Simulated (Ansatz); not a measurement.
We consider rock-salt NaBr, described by PBE0 in Ansatz (PAW).

Numerical settings: plane-wave cutoff 460 eV, 8×8×8 k mesh, Fermi–Dirac smearing 0.01 eV, scalar-relativistic PAW data made under PBE.

Properties against volume:

```csv
V (Å³/atom),P (GPa),direct gap at Γ (eV)
25.456,1.21,6.209
26.162,0.54,6.118
26.796,0.02,6.041
27.466,-0.46,5.964
28.136,-0.88,5.893
```

A straight line through the gaps at Γ against ln V gives a volume deformation potential dE_g(Γ)/d ln V of -3.2 eV: the gap at Γ widens under compression.

Measured, for comparison: band gap 7.1 eV (temperature not stated, no zero-point or thermal correction; as tabulated in Aguado et al. (1998), arXiv:cond-mat/9809176).

Spin–orbit coupling is not included.

Ansatz is a program for electronic structure.
